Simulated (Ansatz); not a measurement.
Theory: Ansatz 0.2.0, DFT PBE+D3(BJ), scalar-relativistic, plane waves, PAW. Settings: cutoff 420 eV, Γ-centred meshes spaced at most about 0.3 Å⁻¹, and about 0.25 Å⁻¹ or finer for metals (2π included), Gaussian smearing. No spin polarisation.

Temperature and zero-point effects are left out. All are two-dimensional sheets, periodic along a and b, with vacuum along c.

**Question.** Order these relaxed structures of S by energy, lowest first, with the energy over the lowest of them.
A.

```xyz
4
Lattice="3.2930 0.0000 0.0000 -1.6465 2.8518 0.0000 0.0000 0.0000 34.2334" Properties=species:S:1:pos:R:3 pbc="T T F"
S     1.6465    0.9506    9.2569
S     0.0000    1.9012    7.6980
S     0.0000    0.0000   10.7431
S     0.0000    1.9012   12.3020
```

B.

```xyz
2
Lattice="2.3527 0.0000 0.0000 0.0000 2.3527 0.0000 0.0000 0.0000 30.7300" Properties=species:S:1:pos:R:3 pbc="T T F"
S     1.1763    1.1763    7.2448
S     1.1763    1.1763   10.7553
```

**Answer.** B (0 meV/atom), A (260 meV/atom). Forms: B p4/mmm; A p-3m1. Counting all near atoms (those within 1.25 times the shortest such distance or 1.15 times the sum of covalent radii, 1.27 where that leaves under three; a slash parts the counts of unlike sites): B has S 4; A has S 3/6. Both come from invented guesses.

Cells relaxed within their symmetry can be saddle points. Some structure types and database cells were kept out of the candidates from the start, so a known form may be missing.
